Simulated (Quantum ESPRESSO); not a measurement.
Crystal: WS2.

```xyz
3
Lattice="1.5790 0.9116 6.1633 -1.5790 0.9116 6.1633 0.0000 -1.8233 6.1633" Properties=species:S:1:pos:R:3 pbc="T T T"
W     0.0000    0.0000    0.0000
S     0.0000    0.0000   10.7427
S     0.0000    0.0000   13.8730
```

Measurements of this composition are mostly on another form, of space group No. 194.

```yaml
Program: Quantum ESPRESSO 7.5
Task: Hubbard U by linear response
Functional: PBEsol
Potentials_or_basis: GBRV 1.5 PBEsol
Cutoff: 762 eV
Density_cutoff: 6095 eV
k_mesh: 4 × 4 × 4
Occupations: fermi-dirac, width 0.05 eV
Spin: no spin polarisation
Hubbard_terms: W d U = 6.0 eV
Start_of_the_occupations: default
Hubbard_projectors: atomic
Mixing_beta: 0.3
Most_SCF_iterations: 120
SCF_threshold: 6e-10 Ry
q_mesh: 2 × 2 × 2
```

The first run showed a gap, so the response started from a second, tighter run with fixed occupations.

Question: What Hubbard parameters does linear response give?

Answer: U = 3.52 eV on W 5d. The values belong to these projectors, potentials and this ground state, and don't carry over to other codes.

Hubbard U from linear response:
| site | manifold | U (eV) |
| --- | --- | --- |
| 1 | W-5d | 3.52 |
On the first site the bare response is -0.543 and the screened one -0.185 eV⁻¹.

Eigenvalues of the final occupation matrices:
```tsv
site	spin	trace	eigenvalues
W 1 5d	each	3.44	0.67 0.67 0.68 0.68 0.73
```

Caveat: the k mesh is coarse (spacing up to 0.58 Å⁻¹), so the values aren't converged; spin-orbit coupling is left out, which moves the levels of the heavy elements; forces of over 1 eV/Å show positions far from the minimum, so gaps and moduli don't describe the material at rest.
